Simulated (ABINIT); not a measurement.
P:

```xyz
2
Lattice="1.7257 0.9963 3.1297 -1.7257 0.9963 3.1297 0.0000 -1.9927 3.1297" Properties=species:S:1:pos:R:3 pbc="T T T"
P     0.0000    0.0000    7.2570
P     0.0000    0.0000    2.1321
```

This isn't the form of P at room conditions, which is orthorhombic.

- Program: ABINIT 10.8.3 (patched build)
- Task: single point
- Functional: PBE
- Potentials or basis: JTH PAW PBE v2.0
- Cutoff: 544 eV
- k mesh: 9 × 9 × 9
- Occupations: fermi-dirac, width 0.05 eV
- Spin: no spin polarisation

On this cell: pressure 1.7 GPa; largest force 0.227 eV/Å; band gap on the k mesh none (metal or under the smearing width).

The same run follows on a disturbed copy (atoms moved at random, drawn with an rms of 0.05 Å):

```
P
1.0
     1.72573    0.99635    3.12968
    -1.72573    0.99635    3.12968
     0.00000   -1.99270    3.12968
P
2
Direct
  0.76363 0.77121 0.76339
  0.22196 0.22899 0.22684
```

Problem. What does the disturbed cell give?

Solution. The energy (extrapolated to zero smearing) moves by +0.1 meV/atom; pressure -0.1 GPa; largest force 0.232 eV/Å; band gap on the k mesh none (metal or under the smearing width).

Forces on the atoms (eV/Å):
```
P    0.004 -0.043  0.228
P   -0.004  0.043 -0.228
```

Stress tensor (GPa, compression positive):
```
 0.72 -0.01 -0.02
-0.01  0.62  0.17
-0.02  0.17 -1.64
```
